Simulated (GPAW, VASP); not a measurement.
This is a calculation of WC (Qusongite) for GPAW 26.7.0 (ASE script). 

The input run.py:

```python
from ase import Atoms
from ase.dft.bandgap import bandgap
from ase.io import write
from ase.units import GPa
from gpaw import GPAW, PW

atoms = Atoms(['W', 'C'],
              cell=[[2.9065, 0.0, 0.0],
                    [-1.45325, 2.5171028361, 0.0],
                    [0.0, 0.0, 2.8366]],
              scaled_positions=[[0.0, 0.0, 0.0],
                                [0.6666666667, 0.3333333333, 0.5]],
              pbc=True)

calc = GPAW(mode=PW(800),
            xc='PBE',
            kpts={'size': (10, 10, 9), 'gamma': True},
            occupations={'name': 'methfessel-paxton', 'order': 0, 'width': 0.017},
            nbands=19,
            convergence={'density': 1e-05, 'energy': 1e-05},
            maxiter=150,
            txt='gpaw.txt')
atoms.calc = calc
energy = atoms.get_potential_energy()
forces = atoms.get_forces()
stress = atoms.get_stress()
calc.write('gs.gpw')
write('result.traj', atoms)
print(f'Energy: {energy:.6f} eV')
print('Forces (eV/A):')
print(forces.round(4))
print('Stress (GPa):', (stress / GPa).round(3))
print('Fermi level:', round(calc.get_fermi_level(), 4), 'eV')
print(f'Gap: {bandgap(calc)[0]:.4f} eV, direct: {bandgap(calc, direct=True)[0]:.4f} eV')
```

Potentials or basis: GPAW PAW data sets (gpaw-data 1.2.1), pw.

Command:

```sh
$ OMP_NUM_THREADS=1 python run.py
```

**Question.** Translate it to VASP 6.6.1. Potentials or basis there: PBE PAW files C, W_sv, 520 eV.

**Answer.** As run (cutoffs and basis follow the program's own potentials, and thresholds, step limits or extra output files can differ):

File INCAR:

```
SYSTEM = WC
PREC = Accurate ; ENCUT = 520
EDIFF = 1E-6 ; ISMEAR = 0
SIGMA = 0.017 ; LREAL = .FALSE.
LASPH = .TRUE. ; NELM = 60
ALGO = Normal ; ISIF = 2
LWAVE = .FALSE. ; LCHARG = .FALSE.
GGA = PE
```

File KPOINTS:

```
regular mesh
0
G
  10 10 9
  0 0 0
```

Contents of POSCAR:

```
WC
1.0
    2.9065000000      0.0000000000      0.0000000000
   -1.4532500000      2.5171028361      0.0000000000
    0.0000000000      0.0000000000      2.8366000000
W C
1 1
Direct
    0.0000000000      0.0000000000      0.0000000000
    0.6666666667      0.3333333333      0.5000000000
```

Potentials or basis: VASP PAW PBE potentials, release 64 (W_sv, C).

Launch:

```console
$ cat potpaw_PBE.64/W_sv/POTCAR potpaw_PBE.64/C/POTCAR > POTCAR
$ mpirun -np 1 vasp_std > vasp.out
```

Both were run:

|  | GPAW | VASP |
| --- | --- | --- |
| Pressure | 5.4 GPa | 6.7 GPa |

Pressure is positive in compression.
